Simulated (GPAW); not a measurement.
Here is a GPAW 26.7.0 calculation.

Contents of run.py:

```python
from ase import Atoms
from ase.dft.bandgap import bandgap
from ase.io import write
from ase.units import GPa
from gpaw import GPAW, PW

atoms = Atoms(['Mo'],
              cell=[[-1.5838089719, 1.5838089719, 1.5838089719],
                    [1.5838089719, -1.5838089719, 1.5838089719],
                    [1.5838089719, 1.5838089719, -1.5838089719]],
              scaled_positions=[[0.0, 0.0, 0.0]],
              pbc=True)

calc = GPAW(mode=PW(600),
            xc='PBE',
            kpts={'size': (12, 12, 12), 'gamma': True},
            occupations={'name': 'methfessel-paxton', 'order': 0, 'width': 0.018000000000000002},
            nbands=16,
            convergence={'density': 1e-05, 'energy': 1e-05},
            maxiter=150,
            txt='gpaw.txt')
atoms.calc = calc
energy = atoms.get_potential_energy()
forces = atoms.get_forces()
stress = atoms.get_stress()
calc.write('gs.gpw')
write('result.traj', atoms)
print(f'Energy: {energy:.6f} eV')
print('Forces (eV/A):')
print(forces.round(4))
print('Stress (GPa):', (stress / GPa).round(3))
print('Fermi level:', round(calc.get_fermi_level(), 4), 'eV')
print(f'Gap: {bandgap(calc)[0]:.4f} eV, direct: {bandgap(calc, direct=True)[0]:.4f} eV')
```

Potentials or basis: GPAW PAW data sets (gpaw-data 1.2.1), pw.

The run is started by

```sh
$ OMP_NUM_THREADS=1 python run.py
```

What does it give for the pressure?

-2.3 GPa.

Estimate the band gap on the k mesh.

none (metal or under the smearing width).
